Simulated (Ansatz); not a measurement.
Calculation for Y (fcc type): DFT, PBE, PAW with Ansatz's default frozen-core files, scalar-relativistic (Ansatz 0.2.0). This run: volume at 0.68 of the series' base cell.

The cell comes from a relaxation on PAW files under the same functional, begun from a prototype that needn't be the stable phase.

Command: `ansatz run input.yaml --threads 1 --pin off --max-ram 2048MiB --backend cpu --events-out ev --progress --plain --runs-dir out` It took 1.1 s on 1 thread of Intel(R) Xeon(R) 6975P-C (Granite Rapids), on a shared host, peak memory 0.35 GiB.

```yaml
crystal:
  lattice:
    - [0.0, 2.2279068071, 2.2279068071]
    - [2.2279068071, 0.0, 2.2279068071]
    - [2.2279068071, 2.2279068071, 0.0]
  atoms:
    - { symbol: "Y", position: [0.0, 0.0, 0.0] }
kpoints:
  mp_grid: { grid: [14, 14, 14] }
  band_path:
    path:
      - [0.0, 0.0, 0.0]
      - [0.5, 0.0, 0.5]
      - [0.625, 0.25, 0.625]
      - [0.375, 0.375, 0.75]
      - [0.0, 0.0, 0.0]
      - [0.5, 0.5, 0.5]
      - [0.5, 0.25, 0.75]
      - [0.5, 0.0, 0.5]
    npoints: 8
scf:
  occupations: { method: fermi_dirac, width: 0.08 }
hamiltonian:
  xc: pbe
  pseudopotentials: { kind: paw }
output:
  forces: true
  stress: true
  eigenvalues: true
  populations: true
  dos: { projected: true, de: 0.2, e_range: [-14, 8] }
```

Output:

```
Engine: ansatz 0.2.0
Pseudopotentials: kind: paw
Pseudopotential: Y, paw, valence charge 11, recommended cutoff 420 eV (normal), Y.paw.azcp
Functional definition: PBE
  parameter kappa = 0.804
  parameter beta = 0.06672455060314922
  exchange = pbe_x(kappa = kappa, mu = beta*pi^2/3)
  correlation = pbe_c(beta = beta)
Crystal: 1 atoms, lattice volume = 22.117 Å³
Basis set: ecut = 420 eV, 411 PW (Γ), exchange–correlation on 48×48×48 points (8 copies of the dense FFT grid, shifted against one another)
Bands: 10, of which v1, the nominal top of the filled ones, is band 6 counted from 1 (5 counted from 0)
Symmetry: 48 space group operations
Space group: Fm-3m (ITA 225), of the structure as read, at distance tolerance 2.8e-5 Å
k-points: 104 of 2744
Non-local potential: Y, projectors of the file, l = 0: 3, l = 1: 2, l = 2: 2, l = 3: 1
PAW form: soft (Blöchl's): semilocal exchange-correlation on the pseudo side does not see the compensation charge
PAW one-centre angular grid: Y, 590 points (default); XC on 64 Gauss nodes
Initial density: superposition of atomic densities (neutral atoms: chi_scale 0, normalization atom), corrected by the library's trained network
Initial wavefunctions: pseudopotential atomic-orbital guess
Functional: x = pbe(κ = 0.804, μ = 0.2195149727645171), c = pbe(β = 0.06672455060314922)
SCF iter   1: F=—  HF=-3847.977036 eV  |F-HF|=—  |Δ(HF+E_count)|=         —  Δρ=1.78e-3  dr2=4.66e-4  ethr=1.77e-3  ⟨swp⟩=5.0  Hψ=5942  notcnv=0
preconditioner: auto → none  [metal: Δε(μ)=0.048 eV  Ē_g=19.474 eV  σ=0.080 eV  W_gap=0.15  n_scr=0 (ndim 8)  ℏωp=23.7 eV  f_vac=0.000  D(μ)=1.15/eV (n_scr^D=14)]
SCF iter   2: F=—  HF=-3847.977045 eV  |F-HF|=—  |Δ(HF+E_count)|=   9.02e-6  Δρ=7.89e-4  dr2=4.56e-5  ethr=4.23e-6  ⟨swp⟩=2.1  Hψ=2333  notcnv=0
SCF iter   3: F=—  HF=-3847.977065 eV  |F-HF|=—  |Δ(HF+E_count)|=   2.00e-5  Δρ=2.48e-4  dr2=3.99e-6  ethr=4.14e-7  ⟨swp⟩=2.1  Hψ=1249  notcnv=0
iter 4 did not close the SCF: its close was put off for the readings that it lacked (scf_convergence_deferred on its scf_iter line)
SCF iter   4: F=-3847.977069 eV  HF=-3847.977069 eV  |F-HF|=2.33e-8  |Δ(HF+E_count)|=   3.31e-6  Δρ=1.83e-5  dr2=2.27e-8  ethr=3.62e-8  ⟨swp⟩=2.7  Hψ=1646  notcnv=0
iter 5 did not close the SCF: its close was put off for the readings that it lacked (scf_convergence_deferred on its scf_iter line)
SCF iter   5: F=-3847.977069 eV  HF=-3847.977069 eV  |F-HF|=4.64e-11  |Δ(HF+E_count)|=   2.58e-8  Δρ=5.76e-7  dr2=2.62e-11  ethr=2.07e-10  ⟨swp⟩=3.0  Hψ=1647  notcnv=0
SCF iter   6: F=-3847.977069 eV  HF=-3847.977069 eV  |F-HF|=3.18e-12  |Δ(HF+E_count)|=  4.05e-11  Δρ=8.05e-8  dr2=2.69e-13  ethr=1.00e-12  ⟨swp⟩=1.0  Hψ=2500  notcnv=0
SCF 1 converged in 6 iterations: F = -3847.977069 eV  dr2 = 2.69e-13
  greatest PAW one-centre occupation: 0.994 electrons in one spin orbital (limit 2), on the Y atom at site 0 (counted from 0), in its partial waves of l = 0
NSCF: frozen V_eff on 57 k-points
SCF converged after 6 iterations
Free energy (F): -3847.977069 eV
Harris-Foulkes:  -3847.977069 eV  (|F-HF|=3.18e-12)
Internal energy: -3847.952930 eV  (E = F + TS)
E sigma→0 (E₀):  -3847.965000 eV
Entropy (-TS):   -0.024138 eV (-24.138 meV/atom)
Fermi energy:    14.649876 eV
--- Per-component energies (eV) ---
  E_band       = -57.338920
  E_kinetic    = 313.736868
  E_local      = -463.784223  (includes V_loc(G=0)·N_el)
  E_nonlocal   = 51.619773
  E_hartree    = 149.128796
  E_xc         = -176.298755
  E_vxc        = -203.154922  (∫ρ·V_xc dr)
  E_paw        = -2825.945926  (= ΣΔE_a)
  E_vpaw       = -54.014028  (= ΣTr[D̂ρ^β])
  E_aug_tail   = 0.000003  (compensation charges beyond the density's cutoff)
  E_ewald      = -896.409466
  E_smearing   = -0.024138  (= −TS)
  E_closure    = 0.000000  (closes the sum)
  Σ components = -3847.977069   (vs F -3847.977069, Δ=0.00e0)
--- Forces (eV/Å), atoms counted from 1 ---
  atom   1  Y      0.00000000     0.00000000     0.00000000
  max |Σ_I F_I| component: 5.39e-33 eV/Å
--- Stress (GPa, compression-positive) ---
       27.405240      -0.000000      -0.000000
       -0.000000      27.405240      -0.000000
        0.000000      -0.000000      27.405240
  P = ⅓ Tr σ = 27.4052 GPa (274.052 kbar)
--- Band table (eV; the first three rows and the last of 104) ---
  k-point 0: bands = ["-27.2912", "-6.4040", "-6.4040", "-6.4040", "9.7714", "16.8046", "16.8046", "16.8046", "19.9607", "19.9607"]
  k-point 1: bands = ["-27.2760", "-6.5079", "-6.4156", "-6.4156", "9.9720", "16.5845", "16.8978", "16.8978", "19.8294", "19.8294"]
  k-point 2: bands = ["-27.2331", "-6.7905", "-6.4478", "-6.4478", "10.5213", "16.1009", "17.1102", "17.1102", "19.5893", "19.5893"]
  k-point 103: bands = ["-26.8674", "-7.7272", "-7.4895", "-7.0934", "13.2562", "14.6687", "15.9082", "18.5191", "23.0612", "25.4947"]
--- Löwdin populations: 1 site ---
  site symbol       q [e]
     0      Y     10.9804
  spilling = 0.001785 (of n_electrons = 11.000000)
```

populations.tsv:

```
# site	symbol	l	j	q
# orbitals = lowdin
# n_electrons = 11.000000
# spilling = 0.001785
0	Y	0_4S	-	1.923774
0	Y	0_5S	-	0.597523
0	Y	1_4P	-	5.898503
0	Y	2_4D	-	2.560562
```

Next run (volume at 0.58 of the series' base cell), as changes to the input before:

```diff
   lattice:
-    - [0.0, 2.2279068071, 2.2279068071]
-    - [2.2279068071, 0.0, 2.2279068071]
-    - [2.2279068071, 2.2279068071, 0.0]
+    - [0.0, 2.1128567215, 2.1128567215]
+    - [2.1128567215, 0.0, 2.1128567215]
+    - [2.1128567215, 2.1128567215, 0.0]
   atoms:
```

Command: `ansatz run input.yaml --threads 1 --pin off --max-ram 2048MiB --backend cpu --events-out ev --progress --plain --runs-dir out` It took 1 s on 1 thread of Intel(R) Xeon(R) 6975P-C (Granite Rapids) (shared host), peak memory 0.34 GiB.

Results part of the output:

```
SCF 1 converged in 6 iterations: F = -3847.226428 eV  dr2 = 5.29e-13
  greatest PAW one-centre occupation: 0.994 electrons in one spin orbital (limit 2), on the Y atom at site 0 (counted from 0), in its partial waves of l = 0
NSCF: frozen V_eff on 57 k-points
SCF converged after 6 iterations
Free energy (F): -3847.226428 eV
Harris-Foulkes:  -3847.226428 eV  (|F-HF|=4.55e-13)
Internal energy: -3847.202002 eV  (E = F + TS)
E sigma→0 (E₀):  -3847.214215 eV
Entropy (-TS):   -0.024426 eV (-24.426 meV/atom)
Fermi energy:    17.375234 eV
--- Per-component energies (eV) ---
  E_band       = -26.630156
  E_kinetic    = 318.505838
  E_local      = -399.677538  (includes V_loc(G=0)·N_el)
  E_nonlocal   = 52.415606
  E_hartree    = 130.962911
  E_xc         = -177.911374
  E_vxc        = -205.383977  (∫ρ·V_xc dr)
  E_paw        = -2826.276350  (= ΣΔE_a)
  E_vpaw       = -54.415937  (= ΣTr[D̂ρ^β])
  E_aug_tail   = 0.000004  (compensation charges beyond the density's cutoff)
  E_ewald      = -945.221098
  E_smearing   = -0.024426  (= −TS)
  E_closure    = 0.000000  (closes the sum)
  Σ components = -3847.226428   (vs F -3847.226428, Δ=0.00e0)
--- Forces (eV/Å), atoms counted from 1 ---
  atom   1  Y     -0.00000000     0.00000000    -0.00000000
  max |Σ_I F_I| component: 1.34e-32 eV/Å
--- Stress (GPa, compression-positive) ---
       48.330304      -0.000000      -0.000000
       -0.000000      48.330304      -0.000000
       -0.000000       0.000000      48.330304
  P = ⅓ Tr σ = 48.3303 GPa (483.303 kbar)
--- Band table (eV; the first three rows and the last of 104) ---
  k-point 0: bands = ["-24.6100", "-3.1613", "-3.1613", "-3.1613", "12.7232", "19.5711", "19.5711", "19.5711", "23.3298", "23.3298"]
  k-point 1: bands = ["-24.5837", "-3.3251", "-3.1789", "-3.1789", "12.9699", "19.3167", "19.6826", "19.6826", "23.1591", "23.1591"]
  k-point 2: bands = ["-24.5090", "-3.7661", "-3.2277", "-3.2277", "13.6190", "18.7952", "19.9358", "19.9358", "22.8485", "22.8485"]
  k-point 103: bands = ["-23.8548", "-5.1886", "-4.8301", "-4.2333", "15.6593", "17.3943", "19.0288", "21.6976", "27.1126", "30.1210"]
--- Löwdin populations: 1 site ---
  site symbol       q [e]
     0      Y     10.9814
  spilling = 0.001687 (of n_electrons = 11.000000)
```

Next run (volume at 0.5 of the series' base cell), as changes to the input before:

```diff
   lattice:
-    - [0.0, 2.1128567215, 2.1128567215]
-    - [2.1128567215, 0.0, 2.1128567215]
-    - [2.1128567215, 2.1128567215, 0.0]
+    - [0.0, 2.0108702594, 2.0108702594]
+    - [2.0108702594, 0.0, 2.0108702594]
+    - [2.0108702594, 2.0108702594, 0.0]
   atoms:
   mp_grid: { grid: [14, 14, 14] }
-  band_path:
-    path:
-      - [0.0, 0.0, 0.0]
-      - [0.5, 0.0, 0.5]
-      - [0.625, 0.25, 0.625]
-      - [0.375, 0.375, 0.75]
-      - [0.0, 0.0, 0.0]
-      - [0.5, 0.5, 0.5]
-      - [0.5, 0.25, 0.75]
-      - [0.5, 0.0, 0.5]
-    npoints: 8
 scf:
   populations: true
-  dos: { projected: true, de: 0.2, e_range: [-14, 8] }
```

Results part of the output:

```
SCF 1 converged in 6 iterations: F = -3846.237708 eV  dr2 = 4.54e-13
  greatest PAW one-centre occupation: 0.993 electrons in one spin orbital (limit 2), on the Y atom at site 0 (counted from 0), in its partial waves of l = 0
SCF converged after 6 iterations
Free energy (F): -3846.237708 eV
Harris-Foulkes:  -3846.237708 eV  (|F-HF|=1.82e-12)
Internal energy: -3846.214747 eV  (E = F + TS)
E sigma→0 (E₀):  -3846.226227 eV
Entropy (-TS):   -0.022961 eV (-22.961 meV/atom)
Fermi energy:    20.302428 eV
--- Per-component energies (eV) ---
  E_band       = 4.952562
  E_kinetic    = 323.692643
  E_local      = -338.098979  (includes V_loc(G=0)·N_el)
  E_nonlocal   = 53.243761
  E_hartree    = 114.326458
  E_xc         = -179.562621
  E_vxc        = -207.673780  (∫ρ·V_xc dr)
  E_paw        = -2826.655591  (= ΣΔE_a)
  E_vpaw       = -54.864005  (= ΣTr[D̂ρ^β])
  E_aug_tail   = 0.000002  (compensation charges beyond the density's cutoff)
  E_ewald      = -993.160419
  E_smearing   = -0.022961  (= −TS)
  E_closure    = 0.000000  (closes the sum)
  Σ components = -3846.237708   (vs F -3846.237708, Δ=0.00e0)
--- Forces (eV/Å), atoms counted from 1 ---
  atom   1  Y      0.00000000     0.00000000    -0.00000000
  max |Σ_I F_I| component: 8.22e-33 eV/Å
--- Stress (GPa, compression-positive) ---
       75.843058      -0.000000      -0.000000
        0.000000      75.843058       0.000000
       -0.000000      -0.000000      75.843058
  P = ⅓ Tr σ = 75.8431 GPa (758.431 kbar)
--- Band table (eV; the first three rows and the last of 104) ---
  k-point 0: bands = ["-21.9953", "0.2547", "0.2547", "0.2547", "16.1290", "22.4648", "22.4648", "22.4648", "26.8712", "26.8712"]
  k-point 1: bands = ["-21.9535", "0.0126", "0.2292", "0.2292", "16.4278", "22.1779", "22.5968", "22.5968", "26.6536", "26.6536"]
  k-point 2: bands = ["-21.8343", "-0.6313", "0.1586", "0.1586", "17.1658", "21.6504", "22.8956", "22.8956", "26.2609", "26.2609"]
  k-point 103: bands = ["-20.7496", "-2.6772", "-2.1715", "-1.3292", "18.2547", "20.3111", "22.3874", "25.0478", "31.4080", "35.0687"]
--- Löwdin populations: 1 site ---
  site symbol       q [e]
     0      Y     10.9778
  spilling = 0.002022 (of n_electrons = 11.000000)
```

Next run (volume at 0.43 of the series' base cell), as changes to the input before:

```diff
   lattice:
-    - [0.0, 2.0108702594, 2.0108702594]
-    - [2.0108702594, 0.0, 2.0108702594]
-    - [2.0108702594, 2.0108702594, 0.0]
+    - [0.0, 1.9122743573, 1.9122743573]
+    - [1.9122743573, 0.0, 1.9122743573]
+    - [1.9122743573, 1.9122743573, 0.0]
   atoms:
   mp_grid: { grid: [14, 14, 14] }
+  band_path:
+    path:
+      - [0.0, 0.0, 0.0]
+      - [0.5, 0.0, 0.5]
+      - [0.625, 0.25, 0.625]
+      - [0.375, 0.375, 0.75]
+      - [0.0, 0.0, 0.0]
+      - [0.5, 0.5, 0.5]
+      - [0.5, 0.25, 0.75]
+      - [0.5, 0.0, 0.5]
+    npoints: 8
 scf:
   populations: true
+  dos: { projected: true, de: 0.2, e_range: [-14, 8] }
```

Results part of the output:

```
SCF 1 converged in 6 iterations: F = -3844.887481 eV  dr2 = 3.68e-12
  greatest PAW one-centre occupation: 0.993 electrons in one spin orbital (limit 2), on the Y atom at site 0 (counted from 0), in its partial waves of l = 0
NSCF: frozen V_eff on 57 k-points
SCF converged after 6 iterations
Free energy (F): -3844.887481 eV
Harris-Foulkes:  -3844.887481 eV  (|F-HF|=1.36e-12)
Internal energy: -3844.868792 eV  (E = F + TS)
E sigma→0 (E₀):  -3844.878137 eV
Entropy (-TS):   -0.018689 eV (-18.689 meV/atom)
Fermi energy:    23.715223 eV
--- Per-component energies (eV) ---
  E_band       = 40.357613
  E_kinetic    = 330.042750
  E_local      = -274.054804  (includes V_loc(G=0)·N_el)
  E_nonlocal   = 54.132126
  E_hartree    = 97.986261
  E_xc         = -181.457933
  E_vxc        = -210.297432  (∫ρ·V_xc dr)
  E_paw        = -2827.149925  (= ΣΔE_a)
  E_vpaw       = -55.437532  (= ΣTr[D̂ρ^β])
  E_aug_tail   = 0.000004  (compensation charges beyond the density's cutoff)
  E_ewald      = -1044.367270
  E_smearing   = -0.018689  (= −TS)
  E_closure    = 0.000000  (closes the sum)
  Σ components = -3844.887481   (vs F -3844.887481, Δ=0.00e0)
--- Forces (eV/Å), atoms counted from 1 ---
  atom   1  Y     -0.00000000    -0.00000000     0.00000000
  max |Σ_I F_I| component: 6.57e-32 eV/Å
--- Stress (GPa, compression-positive) ---
      117.883219      -0.000000       0.000000
        0.000000     117.883219      -0.000000
        0.000000      -0.000000     117.883219
  P = ⅓ Tr σ = 117.8832 GPa (1178.832 kbar)
--- Band table (eV; the first three rows and the last of 104) ---
  k-point 0: bands = ["-19.2410", "4.1928", "4.1928", "4.1928", "20.3812", "25.7604", "25.7604", "25.7604", "30.9255", "30.9255"]
  k-point 1: bands = ["-19.1778", "3.8455", "4.1560", "4.1560", "20.7389", "25.4428", "25.9178", "25.9178", "30.6467", "30.6467"]
  k-point 2: bands = ["-18.9960", "2.9332", "4.0548", "4.0548", "21.5111", "24.9881", "26.2728", "26.2728", "30.1495", "30.1495"]
  k-point 103: bands = ["-17.2461", "0.0378", "0.7293", "1.8805", "21.3119", "23.6985", "26.2969", "28.8920", "36.3677", "40.7254"]
--- Löwdin populations: 1 site ---
  site symbol       q [e]
     0      Y     10.9703
  spilling = 0.002699 (of n_electrons = 11.000000)
```

Next run (volume at 0.43 of the series' base cell, core large), as changes to the input before:

```diff
   mp_grid: { grid: [14, 14, 14] }
-  band_path:
-    path:
-      - [0.0, 0.0, 0.0]
-      - [0.5, 0.0, 0.5]
-      - [0.625, 0.25, 0.625]
-      - [0.375, 0.375, 0.75]
-      - [0.0, 0.0, 0.0]
-      - [0.5, 0.5, 0.5]
-      - [0.5, 0.25, 0.75]
-      - [0.5, 0.0, 0.5]
-    npoints: 8
 scf:
   xc: pbe
-  pseudopotentials: { kind: paw }
+  pseudopotentials: { kind: paw, core: large }
 output:
   eigenvalues: true
-  populations: true
-  dos: { projected: true, de: 0.2, e_range: [-14, 8] }
+  write_density: true
+  write_potential: true
+  elf: true
+  volumetric_format: npy
```

Results part of the output:

```
Warning: of Y the run reads no dataset of the core that `hamiltonian.pseudopotentials.core` asks for: this build lists none beside the file that it uses, or the input names that file
SCF 1 converged in 6 iterations: F = -3844.887481 eV  dr2 = 3.67e-12
  greatest PAW one-centre occupation: 0.993 electrons in one spin orbital (limit 2), on the Y atom at site 0 (counted from 0), in its partial waves of l = 0
SCF converged after 6 iterations
Free energy (F): -3844.887481 eV
Harris-Foulkes:  -3844.887481 eV  (|F-HF|=1.36e-12)
Internal energy: -3844.868792 eV  (E = F + TS)
E sigma→0 (E₀):  -3844.878137 eV
Entropy (-TS):   -0.018689 eV (-18.689 meV/atom)
Fermi energy:    23.715223 eV
--- Per-component energies (eV) ---
  E_band       = 40.357613
  E_kinetic    = 330.042750
  E_local      = -274.054804  (includes V_loc(G=0)·N_el)
  E_nonlocal   = 54.132126
  E_hartree    = 97.986261
  E_xc         = -181.457933
  E_vxc        = -210.297432  (∫ρ·V_xc dr)
  E_paw        = -2827.149925  (= ΣΔE_a)
  E_vpaw       = -55.437532  (= ΣTr[D̂ρ^β])
  E_aug_tail   = 0.000004  (compensation charges beyond the density's cutoff)
  E_ewald      = -1044.367270
  E_smearing   = -0.018689  (= −TS)
  E_closure    = 0.000000  (closes the sum)
  Σ components = -3844.887481   (vs F -3844.887481, Δ=0.00e0)
--- Forces (eV/Å), atoms counted from 1 ---
  atom   1  Y     -0.00000000    -0.00000000     0.00000000
  max |Σ_I F_I| component: 6.37e-32 eV/Å
--- Stress (GPa, compression-positive) ---
      117.883219      -0.000000       0.000000
       -0.000000     117.883219      -0.000000
        0.000000      -0.000000     117.883219
  P = ⅓ Tr σ = 117.8832 GPa (1178.832 kbar)
--- Band table (eV; the first three rows and the last of 104) ---
  k-point 0: bands = ["-19.2410", "4.1928", "4.1928", "4.1928", "20.3812", "25.7604", "25.7604", "25.7604", "30.9255", "30.9255"]
  k-point 1: bands = ["-19.1778", "3.8455", "4.1560", "4.1560", "20.7389", "25.4428", "25.9178", "25.9178", "30.6467", "30.6467"]
  k-point 2: bands = ["-18.9960", "2.9332", "4.0548", "4.0548", "21.5111", "24.9881", "26.2728", "26.2728", "30.1495", "30.1495"]
  k-point 103: bands = ["-17.2461", "0.0378", "0.7293", "1.8805", "21.3119", "23.6985", "26.2969", "28.8920", "36.3677", "40.7254"]
```

The structure type is held throughout; the real material can change phase at far lower pressure.
